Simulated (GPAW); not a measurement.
# BAs (F-43m) in GPAW: further runs

The runs below take BAs through band structure, equation of state, phonons, elastic constants, with rSCAN, PBE, mBEEF, PBE+D3.

All numbers are computed with GPAW 26.7.0; they aren't measurements. Logs are shortened: lines on timing, memory, paths and dates and some standing lists are left out, and cuts for length are marked. The log counts tension as positive stress, the text compression.

**Measured values to compare with.**

“Basic Physical Properties of Cubic Boron Arsenide”, 2019, arxiv:1911.11281 quotes, for a bulk crystal of BAs: bulk modulus 148 GPa.

The results are compared with them further down.

### Step 1. Starting point

It takes space group F-43m (No. 216, cubic). The conventional cell has a = 4.777 Å, b = 4.777 Å, c = 4.777 Å, α = 90.00°, β = 90.00°, γ = 90.00°. As (site symmetry -43m) is surrounded by 4 B at 2.07 Å. B (site symmetry -43m) is surrounded by 4 As at 2.07 Å.

### Step 2. Band structure, rSCAN, spin-orbit coupling, no magnetisation

Contents of run.py:

```python
import numpy as np
from ase.dft.bandgap import bandgap
from ase.io import read, write
from ase.units import GPa
from gpaw import GPAW, PW
from gpaw.spinorbit import soc_eigenstates

atoms = read('BAs.cif')

calc = GPAW(mode=PW(800),
            xc='MGGA_X_RSCAN+MGGA_C_RSCAN',
            kpts={'size': (8, 8, 8), 'gamma': True},
            occupations={'name': 'fermi-dirac', 'width': 0.05},
            nbands=11,
            convergence={'density': 1e-05, 'energy': 1e-05},
            maxiter=150,
            txt='gpaw.txt')
atoms.calc = calc
energy = atoms.get_potential_energy()
forces = atoms.get_forces()
stress = atoms.get_stress()
calc.write('gs.gpw')
write('result.traj', atoms)
print(f'Energy: {energy:.6f} eV')
print('Forces (eV/A):')
print(forces.round(4))
print('Stress (GPa):', (stress / GPa).round(3))
print('Fermi level:', round(calc.get_fermi_level(), 4), 'eV')
print(f'Gap: {bandgap(calc)[0]:.4f} eV, direct: {bandgap(calc, direct=True)[0]:.4f} eV')

path = atoms.cell.bandpath('GXWKGLUWLK,UX', npoints=60, eps=1e-4)
bs_calc = calc.fixed_density(kpts=path, symmetry='off', nbands=19,
                             convergence={'bands': 'CBM+6.0', 'eigenstates': 1e-6}, txt='bands.txt')
bs = bs_calc.band_structure()
bs.write('bs.json')
print(f'Gap on the path: {bandgap(bs_calc)[0]:.4f} eV')

soc = soc_eigenstates(bs_calc, theta=54.7, phi=45, ignore_xc_potential=True)
np.savetxt('soc_bands.dat', soc.eigenvalues(), fmt='%.4f')
mesh = soc_eigenstates('gs.gpw', theta=54.7, phi=45, ignore_xc_potential=True)
np.savetxt('soc_mesh.dat', mesh.eigenvalues(), fmt='%.4f')
print('Fermi level with spin-orbit coupling:', round(mesh.fermi_level, 4), 'eV')
```

Contents of BAs.cif:

```cif
data_BAs
_cell_length_a 3.37784909
_cell_length_b 3.37784909
_cell_length_c 3.37784909
_cell_angle_alpha 60.00000000
_cell_angle_beta 60.00000000
_cell_angle_gamma 60.00000000
_space_group_name_H-M_alt 'P1'
_space_group_name_Hall 'P 1'
_space_group_IT_number 1
loop_
_space_group_symop_operation_xyz
'x,y,z'
loop_
_atom_site_label
_atom_site_type_symbol
_atom_site_symmetry_multiplicity
_atom_site_Wyckoff_symbol
_atom_site_fract_x
_atom_site_fract_y
_atom_site_fract_z
_atom_site_occupancy
As1 As 1 a 0.7500000000 0.7500000000 0.7500000000 1
B1 B 1 a 0.0000000000 0.0000000000 0.0000000000 1
```

Potentials or basis: GPAW PAW data sets (gpaw-data 1.2.1), pw.

The run is started by

```sh
$ OMP_NUM_THREADS=1 python run.py
```

gpaw.txt:

```text
__  _  _
 | _ |_)|_||  |
 |__||  | ||/\| - 26.7.0

Input parameters:
  mode=PW(ecut=800.0),
  convergence={'density': 1e-05, 'energy': 1e-05},
  kpts=MonkhorstPack(size=(8, 8, 8), gamma=True),
  maxiter=150,
  nbands=11,
  occupations=Occupations(name='fermi-dirac', width=0.05),
  xc=XC(name='MGGA_X_RSCAN+MGGA_C_RSCAN')

Diagonalizing LCAO Hamiltonian
Converting LCAO to pw mode

                     As

       B

Atoms  # Å, Bohr magnetons
|   | symbol |        x |        y |        z |    initial magnetic moments |
|---|--------|----------|----------|----------|-----------------------------|
| 0 |     As | 5.066774 | 2.925303 | 2.068502 | ( 0.0000,  0.0000,  0.0000) |
| 1 |      B | 0.000000 | 0.000000 | 0.000000 | ( 0.0000,  0.0000,  0.0000) |

Unit cell  # Å
| periodic |        x |        y |        z |  lengths |    angles |
|----------|----------|----------|----------|----------|-----------|
|      yes | 3.377849 | 0.000000 | 0.000000 | 3.377849 | 60.000000 |
|      yes | 1.688925 | 2.925303 | 0.000000 | 3.377849 | 60.000000 |
|      yes | 1.688925 | 0.975101 | 2.758002 | 3.377849 | 60.000000 |

Number of symmetries: 24
Symmetry operations  # r_c * U_cc + t_c -> r_c
|    | kind |            matrix            |
|----|------|------------------------------|
|  0 |  E   |  1, 0, 0,  0, 1, 0,  0, 0, 1 |
|  1 |  σ   |  1, 0, 0,  0, 0, 1,  0, 1, 0 |
|  2 |  σ   |  1, 0,-1,  0, 1,-1,  0, 0,-1 |
|  3 |  C3  |  1, 0,-1,  0, 0,-1,  0, 1,-1 |
|  4 |  C3  |  1,-1, 0,  0,-1, 1,  0,-1, 0 |
|  5 |  σ   |  1,-1, 0,  0,-1, 0,  0,-1, 1 |
|  6 |  σ   |  0, 1, 0,  1, 0, 0,  0, 0, 1 |
|  7 |  C3  |  0, 1, 0,  0, 0, 1,  1, 0, 0 |
|  8 |  C2  |  0, 1,-1,  1, 0,-1,  0, 0,-1 |
|  9 |  S4  |  0, 1,-1,  0, 0,-1,  1, 0,-1 |
| 10 |  C3  |  0, 0, 1,  1, 0, 0,  0, 1, 0 |
| 11 |  σ   |  0, 0, 1,  0, 1, 0,  1, 0, 0 |
| 12 |  S4  |  0, 0,-1,  1, 0,-1,  0, 1,-1 |
| 13 |  C3  |  0, 0,-1,  0, 1,-1,  1, 0,-1 |
| 14 |  S4  |  0,-1, 1,  1,-1, 0,  0,-1, 0 |
| 15 |  C2  |  0,-1, 1,  0,-1, 0,  1,-1, 0 |
| 16 |  C3  |  0,-1, 0,  1,-1, 0,  0,-1, 1 |
| 17 |  S4  |  0,-1, 0,  0,-1, 1,  1,-1, 0 |
| 18 |  S4  | -1, 1, 0, -1, 0, 1, -1, 0, 0 |
| 19 |  C3  | -1, 1, 0, -1, 0, 0, -1, 0, 1 |
| 20 |  C3  | -1, 0, 1, -1, 1, 0, -1, 0, 0 |
| 21 |  S4  | -1, 0, 1, -1, 0, 0, -1, 1, 0 |
| 22 |  σ   | -1, 0, 0, -1, 1, 0, -1, 0, 1 |
| 23 |  C2  | -1, 0, 0, -1, 0, 1, -1, 1, 0 |

BZ-sampling:
  Number of BZ points: 512
  Number of IBZ points: 29

  Monkhorst-Pack size: [8, 8, 8]
  Monkhorst-Pack shift: [0.0625, 0.0625, 0.0625]

K-points  # in reciprocal-cell coordinates
|     |                                coordinates |     weight |
|-----|--------------------------------------------|------------|
|   0 | (  0.00000000,   0.00000000,   0.00000000) | 0.00195312 |
|   1 | (  0.12500000,   0.12500000,   0.00000000) | 0.01171875 |
|   2 | (  0.12500000,   0.12500000,   0.12500000) | 0.01562500 |
|   3 | (  0.25000000,   0.12500000,   0.12500000) | 0.02343750 |
|   4 | (  0.25000000,   0.25000000,   0.00000000) | 0.01171875 |
|   5 | (  0.25000000,   0.25000000,   0.12500000) | 0.04687500 |
|   6 | (  0.25000000,   0.25000000,   0.25000000) | 0.01562500 |
|   7 | (  0.37500000,   0.25000000,  -0.37500000) | 0.04687500 |
|   8 | (  0.37500000,   0.25000000,   0.12500000) | 0.04687500 |
|   9 | (  0.37500000,   0.25000000,   0.25000000) | 0.04687500 |
| ... |                                            |            |
|  28 | (  0.50000000,   0.50000000,   0.50000000) | 0.00781250 |

Plane wave coefficients: 1424
Cutoff: 800.0 eV

Spin-components: 1 (collinear spins)
Bands:           11
Projectors:      10
Spin-degeneracy: 2
Datatype:        complex128

Parallelization:
  kpt:    1
  domain: 1
  band:   1

Density:
  Valence electrons: 8.0
  Components: 1
  Grid points: [24 24 24]
  Charge: 0.0  # |e|

Potential:
  Grid points: [24 24 24]

species:
  As:
    name:    Arsenic
    Z:       33.0
    valence: 5
    core:    28
    charge:  0.0  # [|e|]
    compensation charges:
      type: gauss
      rc: 0.33  # [Å]
      lmax: 2
    cutoffs:
      filter: 1.87  # [Å]
      core: 2.96  # [Å]
    projectors
    | kind |    occ | energy [eV] | rcut [Å] |
    |------|--------|-------------|----------|
    |   4s |  2.000 |     -14.487 |    1.058 |
    |   4p |  3.000 |      -5.196 |    1.058 |
    |    s |        |      12.725 |    1.058 |
    |    p |        |      22.016 |    1.058 |
    |    d |        |       0.000 |    1.058 |

    Using partial waves for As as LCAO basis

  B:
    name:    Boron
    Z:       5.0
    valence: 3
    core:    2
    charge:  0.0  # [|e|]
    compensation charges:
      type: gauss
      rc: 0.20  # [Å]
      lmax: 2
    cutoffs:
      filter: 1.14  # [Å]
      core: 1.38  # [Å]
    projectors
    | kind |    occ | energy [eV] | rcut [Å] |
    |------|--------|-------------|----------|
    |   2s |  2.000 |      -9.443 |    0.635 |
    |   2p |  1.000 |      -3.606 |    0.635 |
    |    s |        |      17.768 |    0.635 |
    |    p |        |      23.605 |    0.635 |
    |    d |        |       0.000 |    0.635 |

    Using partial waves for B as LCAO basis

Reference energy: -62172.463167  # eV

eigensolver:
  PPCG
  Converge bands: occupied
  niter=2

density mixing:
  MSR1-Mixer
  Pratt-step length: 0.05
  Maximum mixing coefficient: 0.75
  Old densities: 10
  SVD Regularization: 0.005
  Good broyden scale: 1.0
  Trust region scale: 1.0
  Backstep threshold: 4.0
  History deletion threshold: 6.0
  Fourier metric: weight=20.0, sigma=0.015

occupation numbers:
  Fermi-Dirac:
    width: 0.0500  # eV

poisson solver:
  ecut: 6400.0  # eV

xc functional:
  name: MGGA_X_RSCAN+MGGA_C_RSCAN with 2 nearest neighbor stencil

convergence criteria:
- Maximum integral of absolute [dens]ity change: 1e-05 electrons / valence electron
- Maximum [total energy] change in last 3 cyles: 1e-05 eV / valence electron
- Maximum integral of absolute [eigenst]ate change: 4e-08 eV^2 / valence electron
maximum number of iterations: 150

SCF iterations
|iter     | |      energy | eigst |  dens |
|---------|-|-------------|-------|-------|
|iter:   1| |  -32.911734 | -0.29 |       |
|iter:   2| |  -30.459079 | -1.70 | -0.76 |
|iter:   3| |  -30.251209 | -1.91 | -0.79 |
|iter:   4| |  -30.229076 | -2.62 | -1.31 |
|iter:   5| |  -30.229102 | -3.92 | -1.99 |
|iter:   6| |  -30.229154c| -5.27 | -2.71 |
|iter:   7| |  -30.229171c| -6.00 | -3.05 |
|iter:   8| |  -30.229171c| -7.34 | -3.95 |
|iter:   9| |  -30.229171c| -7.69c| -4.84 |
|iter:  10| |  -30.229171c| -8.88c| -5.49c|

Converged in 10 steps
Energy contributions relative to reference atoms: (reference = -62172.463167)

Energy contributions:
  Kinetic:          19.682034
  Coulomb:         -17.257137
  Zero:             -0.027334
  External:          0.000000
  Xc:              -32.626734
  Entropy:          -0.000000
  Spinorbit:         0.000000
  ----------------------------
  Free energy:     -30.229171
  Extrapolated:    -30.229171

dipole moment: (-4.614856, -2.664388, -1.884007)  # |e|*Ang

Fermi level: 8.507
Eigenvalues  # (at kpt = [0.000, 0.000, 0.000])
| band index |      eig [eV] | occ [0-2] |
|------------|---------------|-----------|
|          0 |        -8.299 |     2.000 |
|          1 |         7.825 |     2.000 |
|          2 |         7.825 |     2.000 |
|          3 |         7.825 |     2.000 |
|          4 |        11.278 |     0.000 |
|          5 |        11.278 |     0.000 |
|          6 |        11.278 |     0.000 |
|          7 |        12.975 |     0.000 |
|          8 |        18.306 |     0.000 |
|          9 |        21.392 |     0.000 |
|         10 |        21.392 |     0.000 |

Gap: 1.399 eV
Transition (v -> c):
  (s=0, k=0, n=3, [0.00, 0.00, 0.00]) -> (s=0, k=12, n=4, [0.38, 0.38, 0.00])
Direct/indirect transitions are different
Direct gap: 3.454 eV
Transition at: (s=0, k=0, n=3, [0.00, 0.00, 0.00])

Forces  # eV/Ang
|        x |        y |        z |
|----------|----------|----------|
|  0.00000 | -0.00000 | -0.00000 |  # As   0
| -0.00000 |  0.00000 |  0.00000 |  # B    1

Stress tensor  # eV/Ang^3
|         x |         y |         z |
|-----------|-----------|-----------|
| -0.003329 |  0.000000 |  0.000000 |
|  0.000000 | -0.003329 |  0.000000 |
|  0.000000 |  0.000000 | -0.003329 |

# Writing to gs.gpw (mode='')
```

Run time: 84 s. Hardware: 1 thread of Arm Neoverse V1, shared host; peak memory 0.28 GiB.

Results:

```
Free energy             : -30.2292 eV
Pressure                : 0.5 GPa
Band gap on the k mesh  : 1.33 eV, indirect (least direct gap 3.25 eV)
Band gap along the path : 1.33 eV, indirect (least direct gap 3.25 eV)
```

Levels at the corners of the path, in eV from the valence-band top:
```csv
point,band 6,band 7,band 8,band 9,band 10,band 11
Γ,0.00,0.00,0.00,3.25,3.25,3.46
X,-4.43,-4.30,-4.30,1.57,1.57,1.64
W,-5.72,-5.49,-5.47,5.65,5.66,6.40
K,-6.21,-3.74,-3.74,2.23,2.24,5.91
Γ,0.00,0.00,0.00,3.25,3.25,3.46
L,-2.08,-1.93,-1.93,2.91,2.91,4.96
U,-6.21,-3.74,-3.74,2.23,2.24,5.91
W,-5.72,-5.49,-5.47,5.65,5.66,6.40
L,-2.08,-1.93,-1.93,2.91,2.91,4.96
K,-6.21,-3.74,-3.74,2.23,2.24,5.91
U,-6.21,-3.74,-3.74,2.23,2.24,5.91
X,-4.43,-4.30,-4.30,1.57,1.57,1.64
```

Caveat: spin-orbit coupling was added after a scalar SCF, so levels and gaps hold it while energy, forces, pressure and moments don't; this program's spin-orbit splittings come out too wide for heavy elements; the PAW data sets were made with another functional, which shifts forces and pressure a little.

### Step 3. Equation of state, PBE

Contents of run.py:

```python
from ase.eos import EquationOfState
from ase.io import Trajectory, read
from ase.units import GPa
from gpaw import GPAW, PW

atoms = read('BAs.xyz')

traj = Trajectory('eos.traj', 'w')
volumes, energies = [], []
for x in [0.94, 0.96, 0.98, 1.0, 1.02, 1.04, 1.06]:
    a = atoms.copy()
    a.set_cell(atoms.cell * x**(1 / 3), scale_atoms=True)
    calc = GPAW(mode=PW(800),
                xc='PBE',
                kpts={'size': (8, 8, 8), 'gamma': True},
                occupations={'name': 'fermi-dirac', 'width': 0.05},
                nbands=11,
                convergence={'density': 1e-05, 'energy': 1e-05},
                maxiter=150,
                txt=f'eos-{x:.2f}.txt')
    a.calc = calc
    energies.append(a.get_potential_energy(force_consistent=True))
    volumes.append(a.get_volume())
    p = -a.get_stress()[:3].mean() / GPa
    calc.write(f'eos-{x:.2f}.gpw')
    traj.write(a)
    print(f'{x:.2f} {volumes[-1]:10.4f} A^3 {energies[-1]:14.6f} eV {p:9.3f} GPa', flush=True)

v0, e0, B = EquationOfState(volumes, energies, eos='birchmurnaghan').fit()
print(f'V0 = {v0:.4f} A^3, E0 = {e0:.6f} eV, B0 = {B / GPa:.2f} GPa')
```

Contents of BAs.xyz:

```xyz
2
Lattice="0.0000000000 2.3885000000 2.3885000000 2.3885000000 0.0000000000 2.3885000000 2.3885000000 2.3885000000 0.0000000000" Properties=species:S:1:pos:R:3 pbc="T T T"
As     3.5827500000      3.5827500000      3.5827500000
B      0.0000000000      0.0000000000      0.0000000000
```

Potentials or basis: GPAW PAW data sets (gpaw-data 1.2.1), pw.

The run is started by

```sh
$ OMP_NUM_THREADS=1 python run.py
```

Run time: 74 s. Hardware: 1 thread of Arm Neoverse V1, shared host; peak memory 0.19 GiB.

Results (log left out):

| Item | Value |
| --- | --- |
| Equilibrium volume | 13.96 Å³/atom |
| Bulk modulus | 132 GPa |
| Pressure derivative of the bulk modulus | 4.1 |

Energy against volume, from the lowest point:
```csv
volume (Å³/atom),energy (meV/atom)
12.809,45.50
13.081,25.55
13.354,11.70
13.626,3.37
13.899,0.00
14.171,1.14
14.444,6.35
```

PBE usually gives volumes a little too large and moduli too small.

[end of part 1 of 2]
